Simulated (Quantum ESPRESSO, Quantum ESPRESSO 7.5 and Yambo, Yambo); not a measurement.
# KI (Fm-3m): G0W0 with Yambo, start to end

How does a plane-wave GW calculation on KI (Fm-3m) run from the first input to the gap?

Calculated with Quantum ESPRESSO 7.5 and Yambo 5.3.0; PBE and many-body steps on it, plane waves.

This is a report of a sequence of runs, with most program output left out.

**1. Set-up**

Symmetry: Fm-3m, No. 225, cubic system. The conventional cell has a = 7.066 Å, b = 7.066 Å, c = 7.066 Å, α = 90.00°, β = 90.00°, γ = 90.00°. K has 6 I at 3.53 Å nearest. I has 6 K at 3.53 Å nearest. Farther neighbours and most contacts between anions are not listed.

The cell and positions come from the Crystallography Open Database and are kept as given unless a step says otherwise. Spin-orbit coupling is left out unless a step names it.

**2. Ground state**

This step: Quantum ESPRESSO 7.5; DFT, PBE, plane waves, norm-conserving pseudopotentials.

The ground-state density comes first.

The input, pw.in:

```
&control
  calculation = 'scf'
  prefix = 'x'
  outdir = 'o'
  pseudo_dir = 'pseudo'
/
&system
  ibrav = 0
  nat = 2
  ntyp = 2
  ecutwfc = 76.0
  nbnd = 22
  force_symmorphic = .true.
/
&electrons
  conv_thr = 1e-10
  electron_maxstep = 80
  mixing_beta = 0.5
/
ATOMIC_SPECIES
  K 39.098 K.upf
  I 126.9 I.upf
CELL_PARAMETERS angstrom
  0.0000000000 3.5327750000 3.5327750000
  3.5327750000 0.0000000000 3.5327750000
  3.5327750000 3.5327750000 -0.0000000000
ATOMIC_POSITIONS crystal
  K 0.0000000000 0.0000000000 0.0000000000
  I 0.5000000000 0.5000000000 0.5000000000
K_POINTS automatic
  6 6 6 0 0 0
```

On the command line:

```sh
> OMP_NUM_THREADS=1 mpirun -n 4 pw.x -nk 4 -in pw.in > pw.out
```

The job ended after 6.8 s (4 MPI ranks of Intel Xeon 6975P-C (Granite Rapids), shared host; peak memory 0.39 GiB; 26 s of CPU time).

This step gave:

| Quantity | Value |
| --- | --- |
| total energy | -9328.9075 eV |
| gap | 3.968 eV |
| k of the valence top | 0, 0, 0 |
| k of the conduction bottom | 0, 0, 0 |
| least direct gap | 3.968 eV |

The gap is direct, at Γ.

**3. Bands along the symmetry lines**

Levels along a band path, at the cheap level, show where the edges lie and whether the meshes to come will hold them.

The input, pw.in:

```
&control
  calculation = 'bands'
  prefix = 'x'
  outdir = 'o'
  pseudo_dir = 'pseudo'
/
&system
  ibrav = 0
  nat = 2
  ntyp = 2
  ecutwfc = 76.0
  nbnd = 23
  force_symmorphic = .true.
/
&electrons
  conv_thr = 1e-9
  electron_maxstep = 80
  diago_full_acc = .true.
  diago_thr_init = 5e-6
/
ATOMIC_SPECIES
  K 39.098 K.upf
  I 126.9 I.upf
CELL_PARAMETERS angstrom
  0.0000000000 3.5327750000 3.5327750000
  3.5327750000 0.0000000000 3.5327750000
  3.5327750000 3.5327750000 -0.0000000000
ATOMIC_POSITIONS crystal
  K 0.0000000000 0.0000000000 0.0000000000
  I 0.5000000000 0.5000000000 0.5000000000
K_POINTS crystal
  50
  0.00000000 0.00000000 0.00000000 1
  0.06250000 0.00000000 0.06250000 1
  0.12500000 0.00000000 0.12500000 1
  0.18750000 0.00000000 0.18750000 1
  0.25000000 0.00000000 0.25000000 1
  0.31250000 0.00000000 0.31250000 1
  0.37500000 0.00000000 0.37500000 1
  0.43750000 0.00000000 0.43750000 1
  0.50000000 0.00000000 0.50000000 1
  0.51562500 0.03125000 0.51562500 1
  0.53125000 0.06250000 0.53125000 1
  0.54687500 0.09375000 0.54687500 1
  0.56250000 0.12500000 0.56250000 1
  0.57812500 0.15625000 0.57812500 1
  0.59375000 0.18750000 0.59375000 1
  0.60937500 0.21875000 0.60937500 1
  0.62500000 0.25000000 0.62500000 1
  0.37500000 0.37500000 0.75000000 1
  0.32812500 0.32812500 0.65625000 1
  0.28125000 0.28125000 0.56250000 1
  0.23437500 0.23437500 0.46875000 1
  0.18750000 0.18750000 0.37500000 1
  0.14062500 0.14062500 0.28125000 1
  0.09375000 0.09375000 0.18750000 1
  0.04687500 0.04687500 0.09375000 1
  0.00000000 0.00000000 0.00000000 1
  0.06250000 0.06250000 0.06250000 1
  0.12500000 0.12500000 0.12500000 1
  0.18750000 0.18750000 0.18750000 1
  0.25000000 0.25000000 0.25000000 1
  0.31250000 0.31250000 0.31250000 1
  0.37500000 0.37500000 0.37500000 1
  0.43750000 0.43750000 0.43750000 1
  0.50000000 0.50000000 0.50000000 1
  0.50000000 0.46875000 0.53125000 1
  0.50000000 0.43750000 0.56250000 1
  0.50000000 0.40625000 0.59375000 1
  0.50000000 0.37500000 0.62500000 1
  0.50000000 0.34375000 0.65625000 1
  0.50000000 0.31250000 0.68750000 1
  0.50000000 0.28125000 0.71875000 1
  0.50000000 0.25000000 0.75000000 1
  0.50000000 0.21875000 0.71875000 1
  0.50000000 0.18750000 0.68750000 1
  0.50000000 0.15625000 0.65625000 1
  0.50000000 0.12500000 0.62500000 1
  0.50000000 0.09375000 0.59375000 1
  0.50000000 0.06250000 0.56250000 1
  0.50000000 0.03125000 0.53125000 1
  0.50000000 0.00000000 0.50000000 1
```

The job ended after 7.5 s (4 MPI ranks; peak memory 0.33 GiB; 29 s of CPU time).

Numbers from this step:

```yaml
gap: 3.968 eV
k_of_the_valence_top: 0, 0, 0
k_of_the_conduction_bottom: 0, 0, 0
least_direct_gap: 3.968 eV
```

The gap is 3.968 eV, as in the run before at this level.

The electronic bands at the labelled points (eV, zero at the top of the highest filled band):

```tsv
point	band 14	band 15	band 16	band 17	band 18	band 19	band 20	band 21
Γ	-10.52	0.00	0.00	0.00	3.97	6.52	6.52	6.52
halfway	-10.39	-0.78	-0.20	-0.20	5.30	5.55	7.63	7.91
X	-10.38	-0.99	-0.36	-0.36	4.96	5.79	8.12	8.71
halfway	-10.36	-0.96	-0.49	-0.37	5.16	6.02	8.23	8.34
U	-10.32	-0.85	-0.75	-0.38	5.63	6.66	7.63	8.28
jump to K	-10.32	-0.85	-0.75	-0.38	5.63	6.66	7.63	8.28
halfway	-10.34	-0.87	-0.30	-0.24	5.55	6.31	7.22	7.43
Γ	-10.52	0.00	0.00	0.00	3.97	6.52	6.52	6.52
halfway	-10.38	-0.76	-0.18	-0.18	5.06	6.59	7.13	7.13
L	-10.24	-1.31	-0.33	-0.33	5.54	7.71	8.19	8.19
halfway	-10.28	-1.10	-0.54	-0.39	6.05	6.87	7.40	8.28
W	-10.32	-0.72	-0.72	-0.60	6.48	6.48	6.66	8.19
halfway	-10.35	-0.92	-0.48	-0.48	5.38	6.19	7.89	8.33
X	-10.38	-0.99	-0.36	-0.36	4.96	5.79	8.12	8.71
```

**4. Empty states on the mesh, 4×4×4 mesh, 167 bands**

The sums over transitions need many empty states on a uniform mesh; this step solves for them.

The input, pw.in:

```
&control
  calculation = 'nscf'
  prefix = 'x'
  outdir = 'o'
  pseudo_dir = 'pseudo'
/
&system
  ibrav = 0
  nat = 2
  ntyp = 2
  ecutwfc = 76.0
  nbnd = 167
  force_symmorphic = .true.
/
&electrons
  conv_thr = 1e-9
  electron_maxstep = 80
  diago_full_acc = .true.
  diago_thr_init = 5e-6
/
ATOMIC_SPECIES
  K 39.098 K.upf
  I 126.9 I.upf
CELL_PARAMETERS angstrom
  0.0000000000 3.5327750000 3.5327750000
  3.5327750000 0.0000000000 3.5327750000
  3.5327750000 3.5327750000 -0.0000000000
ATOMIC_POSITIONS crystal
  K 0.0000000000 0.0000000000 0.0000000000
  I 0.5000000000 0.5000000000 0.5000000000
K_POINTS automatic
  4 4 4 0 0 0
```

Wall time 14 s (4 MPI ranks); peak memory 0.64 GiB; 54 s of CPU time.

This step gave:

* gap: 3.968 eV
* k of the valence top: 0, 0, 0
* k of the conduction bottom: 0, 0, 0
* least direct gap: 3.968 eV
* k points computed: 8
* lowest point of the top converged band, above the valence top: 76.0659 eV

On this mesh the gap is 3.968 eV.

**5. Conversion and set-up**

This step: Yambo 5.3.0; conversion and set-up on PBE, plane waves, norm-conserving pseudopotentials.

The states are converted to the many-body program's format and the q mesh is built.

On the command line:

```sh
> (cd o/x.save; p2y > p2y.log; mv SAVE ../..); yambo > setup.log
```

The job ended after 3 s (1 MPI rank; peak memory 0.26 GiB).

**6. Screening and self-energy, 4×4×4 mesh, 167 bands, screening to 156.5 eV**

G0W0 replaces the xc potential by the self-energy, built once from these orbitals. Only a window of levels is corrected, while the sums run over the empty bands that the input names.

This step: G0W0 on PBE, plane waves, norm-conserving pseudopotentials.

The input, gw1.in:

```
HF_and_locXC
gw0
dyson
ppa
em1d
rim_cut
RandQpts= 1000000
RandGvec= 1 RL
EXXRLvcs= 76 Ry
VXCRLvcs= 304 Ry
Chimod= "HARTREE"
% BndsRnXp
 1 | 167 |
%
NGsBlkXp= 11.5 Ry
% LongDrXp
 1 | 1 | 1 |
%
% GbndRnge
 1 | 167 |
%
DysSolver= "n"
ExtendOut
PPAPntXp= 27.21138 eV
% QPkrange
 1 | 1 | 16 | 19 |
%
```

On the command line:

```sh
> OMP_NUM_THREADS=1 mpirun -n 4 yambo -F gw1.in -J gw1 -C gw1 > gw1.log
```

The job ended after 3.3 min (4 MPI ranks; peak memory 2.1 GiB).

This step gave:

```yaml
g0w0_gap_on_the_points_computed: 6.052 eV
starting_gap_on_the_mesh: 3.968 eV
k_of_the_valence_top: 0, 0, 0
k_of_the_conduction_bottom: 0, 0, 0
least_direct_g0w0_gap_on_the_computed_points: 6.052 eV
z_at_the_valence_top: 0.8260
z_at_the_conduction_bottom: 0.8630
```

The gap on the mesh goes from 3.97 eV to 6.05 eV, a correction of +2.08 eV.

Limits: finite bands, cutoff and mesh; no spin-orbit coupling. v1 is the top filled band, c1 the lowest empty one. The levels before and after the correction (eV, zero at the valence-band top of each column):

```tsv
	conduction bottom	valence top
Kohn-Sham	3.97	0.00
G0W0	6.05	0.00
```

```tsv
	level	energy (eV)
Kohn-Sham	Γ v2-v1	0.000
Kohn-Sham	Γ c1	3.968
Kohn-Sham	Γ c2	6.523
G0W0	Γ v2-v1	0.000
G0W0	Γ c1	6.052
G0W0	Γ c2	9.227
```

**7. Where the time went**

Times are wall times on the hardware named with each run, good to a factor of about two.

```tsv
step	time	share	memory (GiB)
ground state	6.8 s	3 %	0.39
bands along the symmetry lines	7.5 s	3 %	0.33
empty states on the mesh	14 s	6 %	0.64
conversion and set-up	3 s	1 %	0.26
screening and self-energy	3.3 min	87 %	2.1
```

**8. Results**

```json
{
 "PBE gap": "3.97 eV, direct",
 "G0W0 gap on the mesh": "6.05 eV",
 "GW settings": "4×4×4 mesh, 167 bands, screening to 156.5 eV, Godby-Needs plasmon pole",
 "known limits": "not at the basis limit; no spin-orbit coupling"
}
```

G0W0 moves the gap on the mesh from 3.97 eV to 6.05 eV (+2.08 eV), with Z of 0.83 and 0.86 at the edges. Only 1 of the mesh's irreducible points was corrected, so a valley elsewhere could overtake. The dearest step here is «screening and self-energy». Bands and cutoff are finite, so the gap is not at the basis limit. The miss can reach some tenths of an eV and take either sign; the mesh is an error of its own. In the G0W0 run levels were corrected at 1 k point alone, so a gap called «on the mesh» is the least over those, and an edge elsewhere would be missed. The many-body steps are scalar-relativistic: spin-orbit coupling is not in them.

[Paths, hosts, dates, memory and timing lines, banners, echoed tables and standing remarks are left out of the program output.]

[Logs are printed without paths, hosts, clocks, repeated set-up lines and the standing remarks that a program may print on its own settings, such as how far it seeks lower states.]

[Runs of the session that timed out or met a known fault of the program may be left out.]

[Hosts, paths, dates, database ids (printed as entryN), source tags and the programs' standing remarks are cut or masked in the printed files.]
